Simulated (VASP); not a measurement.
# MgNH₃: harmonic vibrations of a molecule

MgNH₃, molecule in box, 5 atoms in the cell. PBE, harmonic vibrations; PAW potentials N, Mg, H (PBE set).

## Input

INCAR.step1:
```
PREC     = Accurate       # precision mode
ENCUT    = 400            # plane-wave cutoff, eV
EDIFF    = 1E-8           # SCF threshold, eV
ISMEAR   = 0              # smearing method
SIGMA    = 0.01           # smearing width, eV
ISYM     = 0            
LREAL    = False          # projectors in reciprocal space
LASPH    = True           # aspherical terms in the spheres
NELM     = 100            # most SCF steps
ALGO     = Normal         # electronic algorithm
LWAVE    = False          # write WAVECAR
LCHARG   = False          # write CHGCAR
IBRION   = 2              # ionic algorithm
NSW      = 60             # ionic steps
ISIF     = 2              # what is computed and relaxed
EDIFFG   = -0.002         # ionic threshold
POTIM    = 0.5            # step
```

INCAR.step2, as INCAR.step1 but for:
```
- IBRION = 2
- NSW = 60
- ISIF = 2
- EDIFFG = -0.002
- POTIM = 0.5
+ IBRION = 5
+ NFREE = 2
+ POTIM = 0.015
+ NSW = 1
```

KPOINTS:
```
k-points
0
Gamma
  1 1 1
```

POSCAR.step1:
```
MgH3N
1.0
   11.0000000000      0.0000000000      0.0000000000
    0.0000000000     14.0000000000      0.0000000000
    0.0000000000      0.0000000000     11.0000000000
N Mg H
1 1 3
Direct
    0.4948727300      0.4003535700      0.4964818200
    0.5343727300      0.5300178600      0.4705727300
    0.4324545500      0.3617464300      0.4505545500
    0.5321545500      0.3563750000      0.5589000000
    0.5699090900      0.6466250000      0.4472818200
```

Commands (each step's output is kept before the next begins):
```
cat potpaw_PBE.64/N/POTCAR potpaw_PBE.64/Mg/POTCAR potpaw_PBE.64/H/POTCAR > POTCAR
cp INCAR.step1 INCAR
cp POSCAR.step1 POSCAR
mpirun -np 4 vasp_gam > vasp.out
cp CONTCAR POSCAR
cp INCAR.step2 INCAR
mpirun -np 4 vasp_gam > vasp.out
```

## Result

- Vibrations (cm⁻¹; a negative value is imaginary): 3544, 3467, 1602, 1506, 672, 506, 339, 286, 235
- Zero-point energy (eV): 0.754
- Translations and rotations, which should read zero (cm⁻¹): -47, -13, -7, 0, 9, 12
- Vibrational entropy at 298 K (meV/K): 0.241
- Displaced cells: 30
- Ionic steps, all stages: 63
- Electronic steps, all stages: 846

VASP 6.6.1 took 701 s on 4 cores (AMD EPYC 7R13 (Zen 3)), a shared host.
